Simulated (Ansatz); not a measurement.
The cell is a database entry far from equilibrium at this level of theory, probably a faulty or high-pressure entry; it serves as a test geometry alone.

A run of Ansatz 0.2.0 printed the following.

```
Ta: projections on atomic orbitals take those of the free atom 1s2 2s2 2p6 3s2 3p6 3d10 4s2 4p6 4d10 4f14 5s2 5p6 5d3 6s2, of charge +0.00 (hamiltonian.pseudopotentials.projection_atoms)
N: projections on atomic orbitals take those of the free atom 1s2 2s2 2p3, of charge +0.00 (hamiltonian.pseudopotentials.projection_atoms)
LAPW: plane waves up to 11.776 Å⁻¹, error target 1.0e-3 eV per atom; small_component_spin mean_spin; N in spheres of 0.760 Å, 7 of its electrons in bands, Dirac shells []; Ta in spheres of 1.091 Å, 45 of its electrons in bands, Dirac shells []
Engine: ansatz 0.2.0
Pseudopotentials: kind: all_electron
Pseudopotential: Ta, LAPW, valence charge 45, Koelling and Harmon's equation, gaussian nucleus
Pseudopotential: N, LAPW, valence charge 7, Koelling and Harmon's equation, gaussian nucleus
Functional definition: PBE
  parameter kappa = 0.804
  parameter beta = 0.06672455060314922
  exchange = pbe_x(kappa = kappa, mu = beta*pi^2/3)
  correlation = pbe_c(beta = beta)
Crystal: 4 atoms, lattice volume = 39.798 Å³
Basis set: ecut = 528.3850277236368 eV, 1099 PW (Γ), exchange–correlation at level 2
Bands: 63, of which v1, the nominal top of the filled ones, is band 52 counted from 1 (51 counted from 0)
Symmetry: 12 space group operations
Space group: P63mc (ITA 186), of the structure as read, at distance tolerance 3.4e-5 Å
k-points: 36 of 405 (time reversal used)
Non-local potential: Ta, projectors of the file, none
Non-local potential: N, projectors of the file, none
Initial density: superposition of atomic densities (chi_scale 0.1, normalization cell, long waves kept (reshape's long-wave potential 0.00 eV rms))
Initial wavefunctions: plane waves of lowest kinetic energy (no species holds an atomic orbital)
Functional: x = pbe(κ = 0.804, μ = 0.2195149727645171), c = pbe(β = 0.06672455060314922)
iter 1 solved again at ethr=1.38e-2 eV; its pass at ethr=1.00e-1 eV (dr2=1.43e1 eV) is discarded
SCF iter   1: F=—  HF=-852121.408649 eV  |F-HF|=—  |Δ(HF+E_count)|=         —  Δρ=1.84e-1  dr2=1.43e1  ethr=1.38e-2  ⟨swp⟩=2.0  Hψ=14379  notcnv=0
preconditioner: auto → Resta (q_TF=auto, 3.202 Å⁻¹)  ε∞=4.4  [insulator: Δε(μ)=0.166 eV  Ē_g=24.815 eV  σ=0.010 eV  W_gap=0.77  n_scr=22 (ndim 8)  ℏωp=45.6 eV  f_vac=0.000  D(μ)=2.79/eV (n_scr^D=34)  ε∞_Penn≈4.4]
iter 2 solved again at ethr=3.84e-4 eV; its pass at ethr=1.38e-2 eV (dr2=3.99e-1 eV) is discarded
SCF iter   2: F=—  HF=-852116.196137 eV  |F-HF|=—  |Δ(HF+E_count)|=    5.21e0  Δρ=3.43e-2  dr2=3.99e-1  ethr=3.84e-4  ⟨swp⟩=2.0  Hψ=11559  notcnv=0
preconditioner: auto → Kerker (q_TF=auto, 3.202 Å⁻¹)  [metal: Δε(μ)=0.009 eV  Ē_g=25.538 eV  σ=0.010 eV  W_gap=0.21  n_scr=22 (ndim 8)  ℏωp=45.6 eV  f_vac=0.000  D(μ)=5.93/eV (n_scr^D=98)]
SCF iter   3: F=—  HF=-852116.123763 eV  |F-HF|=—  |Δ(HF+E_count)|=         —  Δρ=3.13e-2  dr2=4.57e-1  ethr=3.84e-4  ⟨swp⟩=3.0  Hψ=7003  notcnv=0
the basis was enlarged: its passes take 738.0 KiB over the memory plan, 1 of 1 planned eigensolver slots
SCF iter   4: F=—  HF=-852116.126554 eV  |F-HF|=—  |Δ(HF+E_count)|=   2.79e-3  Δρ=1.62e-2  dr2=1.28e-1  ethr=3.84e-4  ⟨swp⟩=2.9  Hψ=6347  notcnv=0
SCF iter   5: F=—  HF=-852116.019889 eV  |F-HF|=—  |Δ(HF+E_count)|=   1.07e-1  Δρ=4.19e-3  dr2=6.52e-3  ethr=1.23e-4  ⟨swp⟩=3.0  Hψ=7194  notcnv=0
SCF iter   6: F=—  HF=-852116.017231 eV  |F-HF|=—  |Δ(HF+E_count)|=   2.66e-3  Δρ=1.52e-3  dr2=9.69e-4  ethr=6.27e-6  ⟨swp⟩=2.4  Hψ=6558  notcnv=0
SCF iter   7: F=—  HF=-852116.017229 eV  |F-HF|=—  |Δ(HF+E_count)|=   2.60e-6  Δρ=5.97e-4  dr2=1.64e-4  ethr=9.31e-7  ⟨swp⟩=2.0  Hψ=6463  notcnv=0
SCF iter   8: F=—  HF=-852116.017189 eV  |F-HF|=—  |Δ(HF+E_count)|=   4.02e-5  Δρ=1.20e-4  dr2=4.78e-6  ethr=1.58e-7  ⟨swp⟩=3.0  Hψ=6645  notcnv=0
SCF iter   9: F=—  HF=-852116.017189 eV  |F-HF|=—  |Δ(HF+E_count)|=   2.39e-7  Δρ=4.86e-5  dr2=1.01e-6  ethr=4.59e-9  ⟨swp⟩=2.0  Hψ=6152  notcnv=0
SCF iter  10: F=-852116.017188 eV  HF=-852116.017189 eV  |F-HF|=7.14e-8  |Δ(HF+E_count)|=   2.35e-7  Δρ=1.31e-5  dr2=6.12e-8  ethr=9.69e-10  ⟨swp⟩=3.0  Hψ=6408  notcnv=0
SCF 1 converged in 10 iterations: F = -852116.017188 eV  dr2 = 6.12e-8
NSCF: frozen V_eff on 65 k-points
SCF converged after 10 iterations
Free energy (F): -852116.017188 eV
Harris-Foulkes:  -852116.017189 eV  (|F-HF|=7.14e-8)
Internal energy: -852116.016133 eV  (E = F + TS)
E sigma→0 (E₀):  -852116.016661 eV
Entropy (-TS):   -0.001055 eV (-0.264 meV/atom)
Fermi energy:    28.389434 eV
--- Per-component energies (eV) ---
  E_band       = -11212.311166
  E_kinetic    = 950940.809824
  E_xc         = -17639.936337
  E_electrostatic = -1785416.889620  (all electrons and nuclei)
  E_smearing   = -0.001055  (= −TS)
  E_closure    = 0.000000  (closes the sum)
  E_atoms      = -852082.224143  (free atoms, spherical and without spin; not in F)
  Σ components = -852116.017188   (vs F -852116.017188, Δ=0.00e0)
  Basis errors (estimates in eV, not in F): energy 4.6e-4 per atom: plane waves 4.2e-4 (2.5e-4 summed), levels above the bands 0.0e0, relativity 3.9e-8, radial functions 3.9e-5, core shells 4.2e-11; eigenvalues (radial functions only) 1.4e-6; not estimated: angular momenta, meshes, grids; target (lapw.basis_error) 1.0e-3; muffin-tin radii N 0.760 Å, Ta 1.091 Å
--- Forces (eV/Å), atoms counted from 1 ---
  atom   1  Ta    -0.00000000    -0.00000000     2.30575695
  atom   2  Ta     0.00000000     0.00000000     2.30575695
  atom   3  N     -0.00000000    -0.00000000    -2.30566181
  atom   4  N      0.00000000     0.00000000    -2.30566181
  max |Σ_I F_I| component: 1.90e-4 eV/Å
--- Stress (GPa, compression-positive) ---
      143.086915      -0.000000      -0.000000
        0.000000     143.086915       0.000000
       -0.000000       0.000000     118.814696
  P = ⅓ Tr σ = 134.9962 GPa (1349.962 kbar)
--- Band table (eV; the first three rows and the last of 36) ---
  k-point 0: bands = ["-506.5665", "-506.5665", "-367.0851", "-367.0851", "-367.0805", "-367.0805", "-367.0805", "-367.0805", "-349.6598", "-349.6598", "-188.6410", "-188.6410", "-188.6410", "-188.6410", "-188.6336", "-188.6336", "-188.6273", "-188.6273", "-188.6273", "-188.6273", "-40.0824", "-39.9885", "-7.8152", "-6.7278", "-6.7278", "-6.5380", "-6.5380", "-6.4715", "7.7145", "8.1325", "8.3600", "8.3923", "8.3923", "8.3940", "8.3940", "8.4166", "8.4199", "8.4199", "8.4505", "8.4505", "8.4668", "8.4692", "9.7181", "10.9196", "19.5538", "19.5538", "19.8895", "20.5004", "20.5004", "20.8068", "27.5351", "27.5351", "28.0248", "30.4928", "31.0184", "31.0184", "32.8766", "33.9703", "34.9851", "34.9851", "38.7697", "38.7697", "38.8032"]
  k-point 1: bands = ["-506.5665", "-506.5665", "-367.0851", "-367.0851", "-367.0805", "-367.0805", "-367.0805", "-367.0805", "-349.6598", "-349.6598", "-188.6410", "-188.6410", "-188.6410", "-188.6410", "-188.6336", "-188.6336", "-188.6273", "-188.6273", "-188.6273", "-188.6273", "-40.0735", "-39.9975", "-7.6998", "-6.7099", "-6.7099", "-6.6153", "-6.5564", "-6.5564", "7.7948", "8.1138", "8.3652", "8.3871", "8.3871", "8.3881", "8.3881", "8.4111", "8.4299", "8.4299", "8.4524", "8.4524", "8.4670", "8.4690", "9.8807", "10.8830", "19.6109", "19.6109", "19.6254", "20.3054", "20.3717", "20.3717", "27.9094", "27.9094", "28.5591", "30.8919", "30.9401", "30.9401", "33.3504", "34.0574", "34.7882", "34.7882", "38.1126", "38.1126", "39.1095"]
  k-point 2: bands = ["-506.5665", "-506.5665", "-367.0851", "-367.0851", "-367.0805", "-367.0805", "-367.0805", "-367.0805", "-349.6598", "-349.6598", "-188.6410", "-188.6410", "-188.6410", "-188.6410", "-188.6336", "-188.6336", "-188.6273", "-188.6273", "-188.6273", "-188.6273", "-40.0501", "-40.0211", "-7.3866", "-6.9739", "-6.6629", "-6.6629", "-6.6042", "-6.6042", "7.9437", "8.0543", "8.3792", "8.3806", "8.3806", "8.3816", "8.3816", "8.3968", "8.4442", "8.4442", "8.4522", "8.4522", "8.4676", "8.4684", "10.2933", "10.6952", "19.2897", "19.5169", "19.7911", "19.7911", "20.0787", "20.0787", "28.9202", "28.9202", "29.6643", "30.1852", "30.1852", "30.6705", "34.5513", "34.9559", "35.2252", "35.2252", "36.6244", "36.6244", "39.4181"]
  k-point 35: bands = ["-506.5665", "-506.5665", "-367.0851", "-367.0851", "-367.0805", "-367.0805", "-367.0805", "-367.0805", "-349.6598", "-349.6598", "-188.6410", "-188.6410", "-188.6410", "-188.6410", "-188.6336", "-188.6336", "-188.6273", "-188.6273", "-188.6273", "-188.6273", "-39.9683", "-39.9683", "-7.7320", "-7.7320", "-7.2876", "-7.1747", "-6.7684", "-6.7684", "8.2915", "8.2915", "8.3780", "8.3780", "8.4026", "8.4026", "8.4046", "8.4099", "8.4241", "8.4241", "8.4288", "8.4303", "8.4303", "8.4316", "11.8309", "11.8309", "19.6969", "19.6969", "20.2791", "21.1454", "22.2254", "22.2254", "26.1260", "26.6214", "29.7453", "29.7453", "31.0821", "31.5829", "33.3444", "33.3444", "35.9430", "35.9430", "40.3024", "40.3024", "41.4080"]
--- Löwdin populations: 4 sites ---
  site symbol       q [e]
     0     Ta     72.4252
     1     Ta     72.4252
     2      N      7.4707
     3      N      7.4707
  spilling = 0.001302 (of n_electrons = 160.000000)
```

The cell and starting positions:

```
CELL_PARAMETERS angstrom
3.05000 0.00000 0.00000
-1.52500 2.64138 0.00000
0.00000 0.00000 4.94000
ATOMIC_POSITIONS crystal
Ta 0.33333 0.66667 0.00000
Ta 0.66667 0.33333 0.50000
N 0.33333 0.66667 0.38500
N 0.66667 0.33333 0.88500
```

Parts of the input that the log doesn't repeat:

```yaml
  band_path:
    path:
      - [0.0, 0.0, 0.0]
      - [0.5, 0.0, 0.0]
      - [0.3333333333, 0.3333333333, 0.0]
      - [0.0, 0.0, 0.0]
      - [0.0, 0.0, 0.5]
      - [0.5, 0.0, 0.5]
      - [0.3333333333, 0.3333333333, 0.5]
      - [0.0, 0.0, 0.5]
      - [0.5, 0.0, 0.5]
    npoints: 8
output:
  forces: true
  stress: true
  eigenvalues: true
  populations: true
  dos: { projected: true, de: 0.2, e_range: [-14, 8] }
```

Task: Write the input that produced this log.

Result: 
```yaml
crystal:
  lattice:
    - [3.0500010905, 0.0, 0.0]
    - [-1.5250005453, 2.641378426, 0.0]
    - [0.0, 0.0, 4.94]
  atoms:
    - { symbol: Ta, position: [0.3333333333, 0.6666666667, 0.0] }
    - { symbol: Ta, position: [0.6666666667, 0.3333333333, 0.5] }
    - { symbol: "N", position: [0.3333333333, 0.6666666667, 0.385] }
    - { symbol: "N", position: [0.6666666667, 0.3333333333, 0.885] }
kpoints:
  mp_grid: { grid: [9, 9, 5] }
  band_path:
    path:
      - [0.0, 0.0, 0.0]
      - [0.5, 0.0, 0.0]
      - [0.3333333333, 0.3333333333, 0.0]
      - [0.0, 0.0, 0.0]
      - [0.0, 0.0, 0.5]
      - [0.5, 0.0, 0.5]
      - [0.3333333333, 0.3333333333, 0.5]
      - [0.0, 0.0, 0.5]
      - [0.5, 0.0, 0.5]
    npoints: 8
scf:
  occupations: { method: fermi_dirac, width: 0.01 }
hamiltonian:
  xc: pbe
  pseudopotentials: { kind: all_electron, lapw: { basis_error: 0.001 } }
output:
  forces: true
  stress: true
  eigenvalues: true
  populations: true
  dos: { projected: true, de: 0.2, e_range: [-14, 8] }
```
This is the input that was run; digits and keys that the log doesn't show could differ in an equivalent one.
